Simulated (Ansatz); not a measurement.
# Cu in Ansatz: the effect of functional

The system is Cu.

```
Cu
1.0
     1.23450   -4.02870    0.00000
     1.23450    4.02870    0.00000
     0.00000    0.00000    2.50807
Cu
2
Direct
  0.86613 0.13387 0.75000
  0.13387 0.86613 0.25000
```

This isn't the form of Cu at room conditions, which is fcc.

The cell isn't the ideal one: volume scaled by 1.04.

Alike in all runs:

* Program: Ansatz 0.2.0
* Task: single point
* Potentials or basis: Ansatz PAW
* k mesh: 11 × 11 × 11
* Occupations: fermi-dirac, width 0.05 eV
* Spin: no spin polarisation

```csv
functional,cutoff,pressure (GPa),largest force (eV/Å)
LDA,420 eV (not typed: the program's choice for these potentials),-12.3,0.09
PBEsol,420 eV (not typed: the program's choice for these potentials),?,?
r2SCAN,500 eV (not typed: the program's choice for these potentials),-5.0,0.04
```

Question: What does the run with functional PBEsol give?

Answer: Pressure -6.7 GPa; largest force 0.05 eV/Å.

Caveats: the PAW data sets come from PBE, with cores solved anew for the run's functional, which leaves a small shift of forces and pressure.

Runs at the PBE level aren't shown here.
